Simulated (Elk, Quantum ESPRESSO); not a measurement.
An Elk input for a self-consistent single point of GeTe (R3m, 2 atoms in the cell) (DFT, PBE, all-electron FP-LAPW, Elk's shipped species files, APW+lo basis with extra local orbitals):

```
tasks
  0

xctype
  20

rgkmax
  7.5

gmaxvr
  14.0

nxlo
  2

lorbcnd
  .true.

rmtscf
  0.99

lmaxi
  2

stype
  0

swidth
  0.0001

maxscl
  100

scale
  8.216875227

avec
    0.4757212299    0.2746577278    0.8356150094
   -0.4757212299    0.2746577278    0.8356150094
    0.0000000000   -0.5493156126    0.8356149578

sppath
  'species/'

atoms
  2
  'Ge.in'
  1
  0.9922300000  0.9922300000  0.9922300000    0.0 0.0 0.0
  'Te.in'
  1
  0.5287770000  0.5287770000  0.5287770000    0.0 0.0 0.0

ngridk
  8 8 8
```

Task: Translate this input to Quantum ESPRESSO.

Result: One input that does it (others would too):

```fortran
&control
 calculation = 'scf',
 outdir = './tmp',
 pseudo_dir = './',
 tprnfor = .true.,
 tstress = .true.,
/
&system
 ibrav = 0,
 nat = 2,
 ntyp = 2,
 ecutwfc = 50,
 ecutrho = 400,
 occupations = 'fixed',
 nbnd = 14,
/
&electrons
 conv_thr = 1.0d-10,
 mixing_beta = 0.3,
/
ATOMIC_SPECIES
Ge    72.6300  ge_pbe_v1.4.uspp.F.UPF
Te   127.6000  Te_pbe_v1.uspp.F.UPF
ATOMIC_POSITIONS angstrom
Ge    0.0000000000    0.0000000000   10.8155262828
Te    0.0000000000    0.0000000000    5.7637861597
K_POINTS automatic
8 8 8  0 0 0
CELL_PARAMETERS bohr
   3.9089419892     2.2568287097     6.8661441293
  -3.9089419892     2.2568287097     6.8661441293
   0.0000000000    -4.5136574195     6.8661441293
```

Basis settings and potentials, where a program has them, do not carry over. This input uses DFT, PBE, plane waves, SSSP 1.1.2 efficiency (PBE) pseudopotentials.

The starting cell comes from a database of computed structures (which also holds hypothetical and non-ambient phases and stackings), without a prior relaxation at this level. Its lattice was rescaled by a random factor within 2.5 % of one.
